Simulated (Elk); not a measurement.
**A self-consistent single point of Li₂O (Fm-3m, 3 atoms in the cell) with Elk**

Method: PBE, all-electron FP-LAPW, Elk's shipped species files, APW+lo basis with extra local orbitals (Elk).

Input:

```
tasks
  0

xctype
  20

rgkmax
  7.5

gmaxvr
  16.0

nxlo
  2

lorbcnd
  .true.

rmtscf
  0.97

lmaxi
  3

stype
  3

swidth
  0.000734986

scale
  1.889726125

avec
    0.0000000000    2.2807830000    2.2807830000
    2.2807830000    0.0000000000    2.2807830000
    2.2807830000    2.2807830000    0.0000000000

sppath
  'species/'

atoms
  2   : nspecies
  'Li.in'   : spfname
  2   : natoms; atposl, bfcmt below
  0.7500000000  0.7500000000  0.7500000000    0.0 0.0 0.0
  0.2500000000  0.2500000000  0.2500000000    0.0 0.0 0.0
  'O.in'   : spfname
  1   : natoms; atposl, bfcmt below
  0.0000000000  0.0000000000  0.0000000000    0.0 0.0 0.0

ngridk
  6 6 6
```

Log, with long lists cut:

```
│ Elk code version 10.2.4 │

All units are atomic (Hartree, Bohr, etc.)

│ Ground-state run starting from atomic densities │

Lattice vectors :
   0.000000000       4.310055221       4.310055221
   4.310055221       0.000000000       4.310055221
   4.310055221       4.310055221       0.000000000

Unit cell volume      :    160.1321368
Brillouin zone volume :    1.549034556

Muffin-tin inner radius fraction :   0.1000000000E-01

Nuclei treated as point charges

Species :    1 (Li)
 parameters loaded from : Li.in
 name : lithium
 nuclear charge    :   -3.000000000
 electronic charge :    3.000000000
 atomic mass :    12652.66897
 muffin-tin radius :    1.746000000
 number of radial points in muffin-tin :    297
 atomic positions (lattice), magnetic fields (Cartesian) :
   1 :  -0.25000000 -0.25000000 -0.25000000    0.00000000  0.00000000  0.00000000
   2 :   0.25000000  0.25000000  0.25000000    0.00000000  0.00000000  0.00000000

Species :    2 (O)
 parameters loaded from : O.in
 name : oxygen
 nuclear charge    :   -8.000000000
 electronic charge :    8.000000000
 atomic mass :    29165.12202
 muffin-tin radius :    1.746000000
 number of radial points in muffin-tin :    297
 atomic positions (lattice), magnetic fields (Cartesian) :
   1 :   0.00000000  0.00000000  0.00000000    0.00000000  0.00000000  0.00000000

Total number of atoms per unit cell :    3

Spin treatment :
 spin-unpolarised

Number of Bravais lattice symmetries :   48
Number of crystal symmetries         :   48
Crystal has inversion symmetry
Real symmetric eigensolver will be used

k-point grid :      6     6     6
k-point offset :    0.000000000       0.000000000       0.000000000
k-point set is reduced with full crystal symmetry group
Total number of k-points :       16

Muffin-tin radius times maximum |G+k| :    7.500000000
 using average radius
Maximum |G+k| for APW functions       :    4.295532646
Maximum (1/2)|G+k|²                   :    9.225800357
Maximum |G| for potential and density :    16.00000000
 potential will be trimmed for |G| > 2 gkmax
Constant for pseudocharge density :    7
Radial integration step length :    4

G-vector grid sizes :     32    32    32
Number of G-vectors :    11017

Maximum angular momentum used for
 APW functions                      :    8
 outer part of muffin-tin           :    6
 inner part of muffin-tin           :    3

Total nuclear charge    :   -14.00000000
Total core charge       :    2.000000000
Total valence charge    :    12.00000000
Total excess charge     :    0.000000000
Total electronic charge :    14.00000000

Effective Wigner radius, rₛ :    1.397721411

Number of empty states         :   12
Total number of valence states :   18
Total number of core states    :    2

Conduction state local-orbitals added automatically
Total number of local-orbitals :  198

Exchange-correlation functional :     20     0     0
 Perdew-Burke-Ernzerhof, Phys. Rev. Lett. 77, 3865 (1996)
 gradient requirement :    1
 generalised gradient approximation (GGA)

Smearing type :    3
 Fermi-Dirac
Smearing width :   0.7349860000E-03
Effective electronic temperature (K) :    232.0902224

Mixing type :    3
 Broyden mixing, J. Phys. A: Math. Gen. 17, L317 (1984)

Kohn-Sham potential initialised from atomic data

│ Self-consistent loop started │
│ Loop number : 1 │
 total energy                :     -94.5075548943
│ Loop number : 2 │
 total energy                :     -94.4102908335
RMS change in Kohn-Sham potential (target) :    23.41958982     (  0.1000000000E-05)
Absolute change in total energy (target)   :   0.9726406081E-01 (  0.1000000000E-03)
│ Loop number : 3 │
 total energy                :     -93.8560635621
RMS change in Kohn-Sham potential (target) :    18.70461592     (  0.1000000000E-05)
Absolute change in total energy (target)   :   0.5785432866     (  0.1000000000E-03)
│ Loop number : 4 │
 total energy                :     -91.6639756679
RMS change in Kohn-Sham potential (target) :    7.229553057     (  0.1000000000E-05)
Absolute change in total energy (target)   :    2.336723716     (  0.1000000000E-03)
│ Loop number : 5 │
 total energy                :     -90.8273297990
RMS change in Kohn-Sham potential (target) :    2.094210451     (  0.1000000000E-05)
Absolute change in total energy (target)   :    1.420826798     (  0.1000000000E-03)
│ Loop number : 6 │
 total energy                :     -90.5675033780
RMS change in Kohn-Sham potential (target) :   0.4560250300     (  0.1000000000E-05)
Absolute change in total energy (target)   :   0.6150331205     (  0.1000000000E-03)
│ Loop number : 7 │
 total energy                :     -90.4870677622
RMS change in Kohn-Sham potential (target) :   0.4698407856E-01 (  0.1000000000E-05)
Absolute change in total energy (target)   :   0.2341938959     (  0.1000000000E-03)
│ Loop number : 8 │
 total energy                :     -90.4772527326
RMS change in Kohn-Sham potential (target) :   0.2187420833E-01 (  0.1000000000E-05)
Absolute change in total energy (target)   :   0.6836350358E-01 (  0.1000000000E-03)
│ Loop number : 9 │
 total energy                :     -90.4706328917
RMS change in Kohn-Sham potential (target) :   0.2877073308E-02 (  0.1000000000E-05)
Absolute change in total energy (target)   :   0.2371071682E-01 (  0.1000000000E-03)
│ Loop number : 10 │
 total energy                :     -90.4695669850
RMS change in Kohn-Sham potential (target) :   0.1652498106E-02 (  0.1000000000E-05)
Absolute change in total energy (target)   :   0.6993585918E-02 (  0.1000000000E-03)
│ Loop number : 11 │
 total energy                :     -90.4698975271
RMS change in Kohn-Sham potential (target) :   0.5107000119E-03 (  0.1000000000E-05)
Absolute change in total energy (target)   :   0.1417854336E-02 (  0.1000000000E-03)
│ Loop number : 12 │
 total energy                :     -90.4694371707
RMS change in Kohn-Sham potential (target) :   0.2454874821E-03 (  0.1000000000E-05)
Absolute change in total energy (target)   :   0.8148200464E-03 (  0.1000000000E-03)
│ Loop number : 13 │
 total energy                :     -90.4695138937
RMS change in Kohn-Sham potential (target) :   0.4863018929E-04 (  0.1000000000E-05)
Absolute change in total energy (target)   :   0.1269820075E-03 (  0.1000000000E-03)
│ Loop number : 14 │
 total energy                :     -90.4694911412
RMS change in Kohn-Sham potential (target) :   0.7808186605E-05 (  0.1000000000E-05)
Absolute change in total energy (target)   :   0.5449800443E-04 (  0.1000000000E-03)
│ Loop number : 15 │
 total energy                :     -90.4694881877
RMS change in Kohn-Sham potential (target) :   0.5715796227E-05 (  0.1000000000E-05)
Absolute change in total energy (target)   :   0.1657798104E-04 (  0.1000000000E-03)
│ Loop number : 16 │
 total energy                :     -90.4694830802
RMS change in Kohn-Sham potential (target) :   0.5284048702E-06 (  0.1000000000E-05)
Absolute change in total energy (target)   :   0.9251939943E-05 (  0.1000000000E-03)
Convergence targets achieved

│ Loop number : 17 │

Energies :
 Fermi                       :     0.578536269018E-01
 sum of eigenvalues          :     -44.0561287360
 electron kinetic            :      90.1470370935
 core electron kinetic       :      58.3019534437
 Coulomb                     :     -168.149757554
 Coulomb potential           :     -118.164569664
 nuclear-nuclear             :     -23.1247042810
 electron-nuclear            :     -171.885536883
 Hartree                     :      26.8604836093
 Madelung                    :     -109.067472722
 xc potential                :     -16.0385961656
 exchange                    :     -12.0429051271
 correlation                 :    -0.423857199514
 electron entropic           :    -0.150658080591E-11
 total energy                :     -90.4694827874

Density of states at Fermi energy :   0.1360439944E-06
 (states/Hartree/unit cell)

Estimated indirect band gap :   0.1859517423
 from k-point      1 to k-point     13
Estimated direct band gap   :   0.2041439860
 at k-point      1

Charges :
 core                        :    2.000000000
 valence                     :    12.00000000
 interstitial                :    1.908158310
 muffin-tins (core leakage)
  species :    1 (Li)
   atom    1                 :    2.245899107     (   0.000000000    )
   atom    2                 :    2.245899107     (   0.000000000    )
  species :    2 (O)
   atom    1                 :    7.600043477     (  0.1678638606E-07)
 total in muffin-tins        :    12.09184169
 total calculated charge     :    14.01052420
 total charge                :    14.00000000
 error                       :   0.1052420104E-01

│ Self-consistent loop stopped │
```

The run converged in 17 iterations. The count includes the last loop, which Elk runs after its targets are met.

The starting cell comes from a database of computed structures (which also holds hypothetical and non-ambient phases and stackings), without a prior relaxation at this level. Its lattice was rescaled by a random factor within 2.5 % of one. Values depend on the basis (sphere radii, cutoffs, local orbitals), which need not be converged.
